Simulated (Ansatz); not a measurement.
# BP: the crystal squeezed far

The task here is to estimate one member of a computed series from the others.

Program: Ansatz 0.2.0. Level of theory: DFT PBEsol, with the methods named in each step. These are calculated values, not measurements.

## Starting point

It takes space group F-43m (No. 216, cubic). The conventional cell has a = 4.452 Å, b = 4.452 Å, c = 4.452 Å, α = 90.00°, β = 90.00°, γ = 90.00°. B (site symmetry -43m) is surrounded by 4 P at 1.93 Å. Around P (site symmetry -43m) lie 4 B at 1.93 Å.

As a file:

```cif
data_structure
_symmetry_space_group_name_H-M 'F-43m'
_symmetry_Int_Tables_number 216
_cell_length_a 4.4521
_cell_length_b 4.4521
_cell_length_c 4.4521
_cell_angle_alpha 90.000
_cell_angle_beta 90.000
_cell_angle_gamma 90.000
_cell_volume 88.25
loop_
_atom_site_label
_atom_site_type_symbol
_atom_site_symmetry_multiplicity
_atom_site_Wyckoff_symbol
_atom_site_fract_x
_atom_site_fract_y
_atom_site_fract_z
_atom_site_occupancy
B1 B 4 a 0.00000 0.00000 0.00000 1
P1 P 4 d 0.25000 0.25000 0.75000 1
```

The file gives the conventional cell by its symmetry; the runs use the cell typed in the input.

Whether this phase is the stable one at these pressures isn't tested.

Atoms are numbered in the order of the input: B1, P2.

The first run:

input.yaml reads:

```yaml
crystal:
  lattice:
    - [0.0, 2.2260631449, 2.2260631449]
    - [2.2260631449, 0.0, 2.2260631449]
    - [2.2260631449, 2.2260631449, 0.0]
  atoms:
    - { symbol: B, position: [0.0, 0.0, 0.0] }
    - { symbol: P, position: [0.25, 0.25, 0.25] }
kpoints:
  mp_grid: { grid: [15, 15, 15] }
scf:
  occupations: { method: fermi_dirac, width: 0.05 }
hamiltonian:
  xc: pbesol
  pseudopotentials: { kind: paw }
output:
  forces: true
  stress: true
relax:
  f_tol: 0.005
  max_steps: 40
  cell: {}
```

Command:

```sh
ansatz run input.yaml --threads 1 --pin off --max-ram 2048MiB --backend cpu --events-out ev --progress --plain --runs-dir out
```

Steps of the session up to this table: Cell relaxed at zero pressure, PAW; More of the same log: cell relaxed at zero pressure; Volume scaled by 1, PAW; Volume scaled by 1, PAW (source ansatz); Volume scaled by 0.94, PAW; Volume scaled by 0.88, PAW; Volume scaled by 0.8, PAW; Volume scaled by 0.72, PAW; Volume scaled by 0.64, PAW; Volume scaled by 0.55, PAW; Volume scaled by 0.55, PAW (cutoff 1000 eV).

One of the session's tables, all rows but one given; the rest of the session is left out.

```
              method  volume over the first  volume (Å³/atom)  pressure (GPa)
                 PAW                      1            11.544            0.00
                 PAW                   0.94                 ?               ?
                 PAW                   0.88            10.159           27.50
                 PAW                    0.8             9.235           57.16
                 PAW                   0.72             8.312          101.72
                 PAW                   0.64             7.388          170.27
                 PAW                   0.55             6.349          297.03
PAW (cutoff 1000 eV)                   0.55             6.349          296.97
 PAW (source ansatz)                      1            11.544           -0.03
```

Estimate the missing values for PAW, 0.94.

The run gave: volume (Å³/atom): 10.852; pressure (GPa): 11.78. In the column «volume (Å³/atom)» it lies between PAW, 0.88 (10.159) and PAW, 1 (11.544).
